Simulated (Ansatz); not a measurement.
## Trial structures of Ga3Se: starts and ends

Level of theory: DFT PBE, scalar-relativistic, plane waves, PAW in Ansatz 0.2.0. Settings: cutoff 420 eV, Γ-centred meshes spaced at most about 0.3 Å⁻¹, and about 0.25 Å⁻¹ or finer for metals (2π included), Gaussian smearing. No spin polarisation in the final relaxations.

Each guess was relaxed in cell and atoms at zero pressure, within the symmetry of its start. Temperature and zero-point effects are left out. Coordination counts Ga atoms around Se (those within 1.25 times the shortest such distance or 1.15 times the sum of covalent radii, 1.27 where that leaves under three; the shortest distance is added where it exceeds 1.18 times the sum of covalent radii).

```
guess                 made from  start group  V start (Å³/atom)  end group  V end (Å³/atom)  coordination at the end  gap on mesh (eV)  E over the lowest end (meV/atom)
    1               random cell       P4/mmm               25.5     P4/mmm             20.4                     Se 2                 0                               167
    2  a Materials Project cell        Pm-3m               21.8      Pm-3m             21.4         Se 12 from 3.1 Å                 0                               102
    3               random cell         P4mm               25.6          ?                ?                        ?                 ?                                 ?
    4               random cell         R-3m               25.5       R-3m             20.9                     Se 6                 0                                 0
```

Guess 3 as it starts:

```cif
data_structure
_symmetry_space_group_name_H-M 'P 1'
_symmetry_Int_Tables_number 1
_cell_length_a 4.4166
_cell_length_b 4.4166
_cell_length_c 5.2403
_cell_angle_alpha 90.000
_cell_angle_beta 90.000
_cell_angle_gamma 90.000
_cell_volume 102.22
loop_
_atom_site_label
_atom_site_type_symbol
_atom_site_fract_x
_atom_site_fract_y
_atom_site_fract_z
_atom_site_occupancy
Ga1 Ga 0.00000 0.00000 0.99078 1
Ga2 Ga 0.50000 0.00000 0.81059 1
Ga3 Ga 0.00000 0.50000 0.81059 1
Se1 Se 0.00000 0.00000 0.33491 1
```

Task: Predict the end of this guess and its energy over the lowest end.

Result: It ends in space group P4mm (No. 99), with a = 4.254 Å, c = 6.205 Å, 28.1 Å³/atom and no gap. It lies 162 meV/atom over the lowest end, above guess 2 and within the noise of guess 1. Counting Ga atoms around Se, this end has Se 5 and the lowest (guess 4) has Se 6.

```
CELL_PARAMETERS angstrom
4.25403 0.00000 0.00000
0.00000 4.25403 0.00000
0.00000 0.00000 6.20542
ATOMIC_POSITIONS crystal
Ga 0.00000 0.00000 0.02823
Ga 0.50000 0.00000 0.73674
Ga 0.00000 0.50000 0.73674
Se 0.00000 0.00000 0.44517
```

Formation energies are uncorrected and refer to the elements' standard structures at the same level.

Task: Is the lowest end bound against the elements?

Result: Yes: its formation energy is −0.15 eV/atom. A negative formation energy is needed for stability but isn't enough: competing phases decide.

The k mesh leaves some 4 meV/atom of noise in the energy of each metallic cell. In R-3m, Pm-3m, P4mm, P4/mmm an odd number of electrons in the primitive cell allows no gap without spin; a larger cell or a magnetic state could open one. A magnetic state wasn't ruled out in cells without spin, among them Pm-3m. The reference form of Se is held partly by dispersion forces, which this level lacks. Cells relaxed within their symmetry can be saddle points. Some types were kept out of the candidates beforehand, so the set may lack a known form.

The energies follow neither density nor the Ga–Se contacts alone: Pm-3m, with only long contacts, lies below P4mm, whose five contacts are much shorter. Six-coordinate Se gives the lowest end, while two- and five-coordinate Se lie far above it and can't be ranked against each other. Pm-3m breaks any simple rule that more neighbours are better: its twelve contacts start at 3.1 Å, well beyond a normal Ga–Se bond, so each is weak. The P4mm cell expands while the others shrink, lengthening along c as short Ga–Se links form between Ga-rich slabs and leave open space around them. This probably costs it much of the metallic cohesion a denser packing would offer.

Se can take up only part of the Ga valence electrons, and the rest remain for Ga–Ga bonding, in keeping with the metallic ends. The negative formation energy shows that Ga–Se bonding outweighs the loss of elemental bonding, but layered GaSe pairs its surplus electrons in localised Ga–Ga bonds. Separation into GaSe and Ga is therefore the likely fate of this composition.
